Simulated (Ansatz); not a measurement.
Crystal: CuO.

```
Cu O
1.0
     1.99097   -2.15355    0.00000
     1.99097    2.15355    0.00000
     0.00000    0.00000    5.15593
Cu O
2 2
Direct
  0.50000 0.00000 0.00000
  0.00000 0.50000 0.50000
  0.50000 0.50000 0.25000
  0.50000 0.50000 0.75000
```

Measurements of this composition are mostly on another form, of space group No. 15.

| Item | Value |
| --- | --- |
| Program | Ansatz 0.2.0 |
| Task | relaxation of cell and atoms |
| Functional | PBEsol |
| Potentials or basis | all-electron LAPW, scalar-relativistic |
| Basis error allowed | 0.002 eV/atom |
| k mesh | 9 × 9 × 5 |
| Occupations | fermi-dirac, width 0.05 eV |
| Spin | no spin polarisation |

At the start: volume 11.05 Å³/atom.

How do energy, volume and symmetry change on relaxing?

Over 8 steps the energy falls by 9.4 meV/atom and the volume is 10.67 Å³/atom (-3.5 %); space group P4_2/mmc (No. 131, to 0.05 Å).

The path:
| step | energy change (eV) | largest force (eV/Å) | volume (Å³) |
| --- | --- | --- | --- |
| 1 | 0.0000 | 0.0000 | 44.21 |
| 2 | -0.0243 | 0.0000 | 43.43 |
| 3 | -0.0350 | 0.0000 | 42.51 |
| 4 | -0.0374 | 0.0000 | 42.67 |
| 5 | -0.0375 | 0.0000 | 42.67 |
| 6 | -0.0377 | 0.0000 | 42.67 |
| 7 | -0.0378 | 0.0000 | 42.67 |
| 8 | -0.0378 | 0.0000 | 42.67 |

Final structure:
```
CELL_PARAMETERS angstrom
2.04681 -2.04774 0.00000
2.04681 2.04774 0.00000
0.00000 0.00000 5.09002
ATOMIC_POSITIONS crystal
Cu 0.50000 0.00000 0.00000
Cu 0.00000 0.50000 0.50000
O 0.50000 0.50000 0.25000
O 0.50000 0.50000 0.75000
```

Caveat: the run has no spin polarisation, though such a crystal can be magnetic.
